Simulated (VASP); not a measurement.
# BAs (F-43m) in VASP: notebook

The runs below take BAs through single point, with r2SCAN.

Program: VASP 6.6.1. These are calculated values, not measurements. Logs are shortened: lines on timing, memory, paths and dates and some standing lists are left out, and cuts for length are marked.

### Step 1. Starting point

It takes space group F-43m (No. 216, cubic). Conventional cell: a = 4.777 Å, b = 4.777 Å, c = 4.777 Å, α = 90.00°, β = 90.00°, γ = 90.00°. B (site symmetry -43m) is surrounded by 4 As at 2.07 Å. As (site symmetry -43m) is surrounded by 4 B at 2.07 Å.

### Step 2. Single point, r2SCAN

The input, POSCAR:

```
BAs
1.0
    0.0000000000      2.3885000000      2.3885000000
    2.3885000000      0.0000000000      2.3885000000
    2.3885000000      2.3885000000      0.0000000000
B As
1 1
Direct
    0.0000000000      0.0000000000      0.0000000000
    0.7500000000      0.7500000000      0.7500000000
```

The input, INCAR.step1:

```
PREC = Accurate
ENCUT = 520
ISMEAR = 0
SIGMA = 0.05
LREAL = False
LASPH = True
NELM = 100
NBANDS = 11
GGA = PE
ALGO = Normal
EDIFF = 1E-4
LWAVE = True
LCHARG = False
```

The input, INCAR.step2:

```
PREC = Accurate
ENCUT = 520
EDIFF = 1E-6
ISMEAR = 0
SIGMA = 0.05
LREAL = False
LASPH = True
NELM = 100
ALGO = Normal
ISIF = 2
LWAVE = False
LCHARG = False
METAGGA = R2SCAN
LMIXTAU = True
NBANDS = 11
ISTART = 1
```

The input, KPOINTS:

```
regular mesh
0
Gamma
  12 12 12
```

Potentials or basis: VASP PAW PBE potentials, release 64 (B, As).

Started as:

```sh
cat potpaw_PBE.64/B/POTCAR potpaw_PBE.64/As/POTCAR > POTCAR
cp INCAR.step1 INCAR
mpirun -np 1 vasp_std > vasp.out
cp INCAR.step2 INCAR
mpirun -np 1 vasp_std > vasp.out
```

OUTCAR:

```text
PREC = Accurate
   ENCUT = 520
   EDIFF = 1E-6
   ISMEAR = 0
   LREAL = False
   LASPH = True
   NELM = 100
   ISIF = 2
   METAGGA = R2SCAN
   ISTART = 1

 ion  position               nearest neighbor table
   1  0.000  0.000  0.000-   2 2.07   2 2.07   2 2.07   2 2.07
   2  0.750  0.750  0.750-   1 2.07   1 2.07   1 2.07   1 2.07

  LATTYP: Found a face centered cubic cell.
 ALAT       =     4.7770000000

  Lattice vectors:

 A1 = (   0.0000000000,   2.3885000000,   2.3885000000)
 A2 = (   2.3885000000,   0.0000000000,   2.3885000000)
 A3 = (   2.3885000000,   2.3885000000,   0.0000000000)

Analysis of symmetry for initial positions (statically):
=====================================================================
 Subroutine PRICEL returns:
 Original cell was already a primitive cell.

 Routine SETGRP: Setting up the symmetry group for a
 face centered cubic supercell.

 Subroutine GETGRP returns: Found 24 space group operations
 (whereof 24 operations were pure point group operations)
 out of a pool of 48 trial point group operations.

The static configuration has the point symmetry T_d .

Analysis of symmetry for dynamics (positions and initial velocities):
=====================================================================
 Subroutine PRICEL returns:
 Original cell was already a primitive cell.

 Routine SETGRP: Setting up the symmetry group for a
 face centered cubic supercell.

 Subroutine GETGRP returns: Found 24 space group operations
 (whereof 24 operations were pure point group operations)
 out of a pool of 48 trial point group operations.

The dynamic configuration has the point symmetry T_d .

 Subroutine INISYM returns: Found 24 space group operations
 (whereof 24 operations are pure point group operations),
 and found     1 'primitive' translations

----------------------------------------------------------------------------------------

                                     Primitive cell

  volume of cell :      27.2525

  direct lattice vectors                    reciprocal lattice vectors
     0.000000000  2.388500000  2.388500000    -0.209336404  0.209336404  0.209336404
     2.388500000  0.000000000  2.388500000     0.209336404 -0.209336404  0.209336404
     2.388500000  2.388500000  0.000000000     0.209336404  0.209336404 -0.209336404

  length of vectors
     3.377849094  3.377849094  3.377849094     0.362581287  0.362581287  0.362581287

  position of ions in fractional coordinates (direct lattice)
     0.000000000  0.000000000  0.000000000
     0.750000000  0.750000000  0.750000000

  ion indices of the primitive-cell ions
   primitive index   ion index
                 1           1
                 2           2

----------------------------------------------------------------------------------------

 KPOINTS: regular mesh

Automatic generation of k-mesh.
 Grid dimensions read from file:
 generate k-points for:   12   12   12

 Generating k-lattice:

  Cartesian coordinates                     Fractional coordinates (reciprocal lattice)
    -0.017444700  0.017444700  0.017444700     0.083333333  0.000000000  0.000000000
     0.017444700 -0.017444700  0.017444700     0.000000000  0.083333333  0.000000000
     0.017444700  0.017444700 -0.017444700     0.000000000  0.000000000  0.083333333

  Length of vectors
     0.030215107  0.030215107  0.030215107

  Shift w.r.t. Gamma in fractional coordinates (k-lattice)
     0.000000000  0.000000000  0.000000000

 Subroutine IBZKPT returns following result:
 ===========================================

 Found     72 irreducible k-points:

 Following reciprocal coordinates:
            Coordinates               Weight
  0.000000  0.000000  0.000000      1.000000
  0.083333  0.000000  0.000000      8.000000
  0.166667  0.000000  0.000000      8.000000
  0.250000  0.000000  0.000000      8.000000
  0.333333  0.000000  0.000000      8.000000
  0.416667  0.000000  0.000000      8.000000
[... 16 lines left out ...]
  0.500000  0.166667  0.000000     24.000000
 -0.416667  0.166667  0.000000     24.000000
 [... further k-points ...]
   k-points           NKPTS =     72   k-points in BZ     NKDIM =     72   number of bands    NBANDS=     11
   number of dos      NEDOS =    301   number of ions     NIONS =      2
   total plane-waves  NPLWV =  21952
   dimension x,y,z NGX =    28 NGY =   28 NGZ =   28
   dimension x,y,z NGXF=    56 NGYF=   56 NGZF=   56
   ions per type =               1   1
   NGX,Y,Z   is equivalent  to a cutoff of  13.78, 13.78, 13.78 a.u.
   NGXF,Y,Z  is equivalent  to a cutoff of  27.56, 27.56, 27.56 a.u.
 SYSTEM =  unknown system
   PREC   = accura    normal or accurate (medium, high low for compatibility)
   ISTART =      1    job   : 0-new  1-cont  2-samecut
   ICHARG =      0    charge: 1-file 2-atom 10-const
   ISPIN  =      1    spin polarized calculation?
   LNONCOLLINEAR =      F non collinear calculations
   LSORBIT =      F    spin-orbit coupling
   LASPH  =      T    aspherical Exc in radial PAW
   ENCUT  =  520.0 eV  38.22 Ry    6.18 a.u.   6.28  6.28  6.28*2*pi/ulx,y,z
   NELM   =    100;   NELMIN=  2; NELMDL=  0     # of ELM steps
   EDIFF  = 0.1E-05   stopping-criterion for ELM
   LREAL  =      F    real-space projection
   EDIFFG = 0.1E-04   stopping-criterion for IOM
   NSW    =      0    number of steps for IOM
   IBRION =     -1    ionic relax: 0-MD 1-quasi-New 2-CG
   NFREE  =      0    steps in history (QN), initial steepest desc. (CG)
   ISIF   =      2    stress and relaxation
   ISYM   =      2    0-nonsym 1-usesym 2-fastsym
   POTIM  = 0.5000    time-step for ionic-motion
   TEBEG  =    0.0;   TEEND  =   0.0 temperature during run
   PSTRESS=    0.0 pullay stress
   NELECT =       8.0000    total number of electrons
   NUPDOWN=      -1.0000    fix difference up-down
   EMIN   =  10.00;   EMAX   =-10.00  energy-range for DOS
   EFERMI =   0.00;   METHOD = LEGACY
   ISMEAR =     0;   SIGMA  =   0.05  broadening in eV -4-tet -1-fermi 0-gaus
   EFERMI_NEDOS =   21; number of points for ismear=-14 and -15
   IALGO  =     38    algorithm
   IMIX   =      4    mixing-type and parameters
     AMIX     =   0.40;   BMIX     =  1.00
     AMIX_MAG =   1.60;   BMIX_MAG =  1.00
  volume/ion in A,a.u.               =      13.63        91.95
  Fermi-wavevector in a.u.,A,eV,Ry     =   1.088018  2.056057 16.106360  1.183784
  Thomas-Fermi vector in A             =   2.224191
   LORBIT       =      0    0 simple, 1 ext, 2 COOP (PROOUT), +10 PAW based schemes
   METAGGA = R2SCAN    functional components
   LHFCALC =     F    Hartree Fock is set to
   AEXX    =    0.0000 exact exchange contribution
   IVDW    =     0    specifies the selected vdW correction
   LEPSILON=     F    determine dielectric tensor
   LRPA    =     F    only Hartree local field effects (RPA)
 non-spin polarized calculation
 Gauss-broadening in eV      SIGMA  =   0.05
  energy-cutoff  :      520.00
  volume of cell :       27.25
 maximum number of plane-waves:       754
 NGX is ok and might be reduce to    28
   NGX = 13   NGY = 13   NGZ = 13

 number of electron       8.0000000 magnetization

 Free energy of the ion-electron system (eV)
  ---------------------------------------------------
  ext. energy  EPLUGINS =         0.00000000
  ---------------------------------------------------
  free energy    TOTEN  =       -22.25597570 eV

  energy without entropy =      -22.25597570  energy(sigma->0) =      -22.25597570

 E-fermi :   6.2569     XC(G=0): -11.1334

 val. band max:        6.0236108724   @ k =   0.0000   0.0000   0.0000
 cond. band min:       7.4034400820   @ k =   0.4167   0.4167   0.0000
 fundamental gap:      1.3798292096
 Fermi energy:         6.2568949110

 k-point     1 :       0.0000    0.0000    0.0000
  band No.  band energies     occupation
      1     -10.1347      2.00000
      2       6.0236      2.00000
      3       6.0236      2.00000
      4       6.0236      2.00000
      5       9.4691      0.00000
      6       9.4691      0.00000
      7       9.4691      0.00000
      8      11.1759      0.00000
      9      16.4026      0.00000
     10      19.4644      0.00000
     11      19.4644      0.00000

 k-point     2 :       0.0833    0.0000    0.0000
  band No.  band energies     occupation
      1     -10.0147      2.00000
      2       4.9289      2.00000
      3       5.7902      2.00000
      4       5.7902      2.00000
      5       9.6889      0.00000
      6       9.7764      0.00000
      7       9.7764      0.00000
      8      11.7983      0.00000
      9      16.8705      0.00000
     10      18.6484      0.00000
     11      18.6484      0.00000

 k-point     3 :       0.1667    0.0000    0.0000
  band No.  band energies     occupation
      1      -9.6589      2.00000
      2       2.9112      2.00000
      3       5.2972      2.00000
      4       5.2972      2.00000
      5       9.6127      0.00000
      6      10.4157      0.00000
      7      10.4157      0.00000
      8      13.2101      0.00000
      9      17.8416      0.00000
     10      17.8472      0.00000
     11      17.8472      0.00000

 k-point     4 :       0.2500    0.0000    0.0000
  band No.  band energies     occupation
      1      -9.0822      2.00000
      2       0.8304      2.00000
      3       4.8001      2.00000
      4       4.8001      2.00000
      5       9.3833      0.00000
      6      10.9381      0.00000
      7      10.9381      0.00000
      8      14.5654      0.00000
      9      17.7994      0.00000
     10      17.7994      0.00000
     11      18.1002      0.00000
[... 239 lines left out ...]
 k-point    22 :       0.4167    0.1667    0.0000
  band No.  band energies     occupation
      1      -7.6528      2.00000
      2      -1.4084      2.00000
      3       2.6559      2.00000
      4       3.2155      2.00000
      5       9.2198      0.00000
      6      11.9799      0.00000
      7      13.0710      0.00000
      8      13.5008      0.00000
      9      18.5996      0.00000
     10      20.7463      0.00000
     11      21.5807      0.00000

 k-point    23 :       0.5000    0.1667    0.0000
  band No.  band energies     occupation
      1      -6.9300      2.00000
      2      -2.6225      2.00000
      3       2.1733      2.00000
      4       3.2780      2.00000
      5       9.3418      0.00000
      6      11.9733      0.00000
      7      12.7652      0.00000
      8      14.8842      0.00000
      9      18.4915      0.00000
     10      21.3786      0.00000
     11      21.5469      0.00000

 k-point    24 :      -0.4167    0.1667    0.0000
  band No.  band energies     occupation
      1      -6.7933      2.00000
      2      -2.8220      2.00000
      3       1.8632      2.00000
      4       3.5382      2.00000
      5       9.5495      0.00000
      6      11.9694      0.00000
      7      12.4164      0.00000
      8      15.9446      0.00000
      9      18.2606      0.00000
     10      19.5917      0.00000
     11      21.3748      0.00000

 [... further k-points ...]
[... 5 lines left out ...]
  --------------------------------------------------------------------------------------
  -------------------------------------------------------------------------------------
  Total        0.1473795      0.1473795      0.1473795      0.0000000      0.0000000      0.0000000
  in kB        8.6644686      8.6644686      8.6644686      0.0000000      0.0000000      0.0000000
  external PRESSURE =       8.6644686 kB  Pullay stress =       0.0000000 kB

 VOLUME and BASIS-vectors are now :
 -----------------------------------------------------------------------------
  energy-cutoff  :      520.00
  volume of cell :       27.25
      direct lattice vectors                 reciprocal lattice vectors
     0.000000000  2.388500000  2.388500000    -0.209336404  0.209336404  0.209336404
     2.388500000  0.000000000  2.388500000     0.209336404 -0.209336404  0.209336404
     2.388500000  2.388500000  0.000000000     0.209336404  0.209336404 -0.209336404

 POSITION                                       TOTAL-FORCE (eV/Angst)
 -----------------------------------------------------------------------------------
      0.00000      0.00000      0.00000         0.000000      0.000000      0.000000
      3.58275      3.58275      3.58275        -0.000000     -0.000000     -0.000000
 -----------------------------------------------------------------------------------
    total drift:                                0.000000      0.000000      0.000000

  FREE ENERGIE OF THE ION-ELECTRON SYSTEM (eV)
  ---------------------------------------------------
  free  energy   TOTEN  =       -22.2559756973 eV

  energy  without entropy=      -22.2559756973  energy(sigma->0) =      -22.25597570
```

Run time: 2.1 min. Hardware: 1 thread of Intel Xeon Platinum 8488C (Sapphire Rapids), shared host; peak memory 0.17 GiB.

What came out:

```
Free energy            : -22.2560 eV
Pressure               : 0.9 GPa
Band gap on the k mesh : 1.38 eV, indirect (least direct gap 3.45 eV)
```

Caveat: the PAW data sets were made with another functional, which shifts forces and pressure a little. r2SCAN opens gaps a little over a GGA but as a rule still falls short of measured ones.

[end of part 1 of 2]
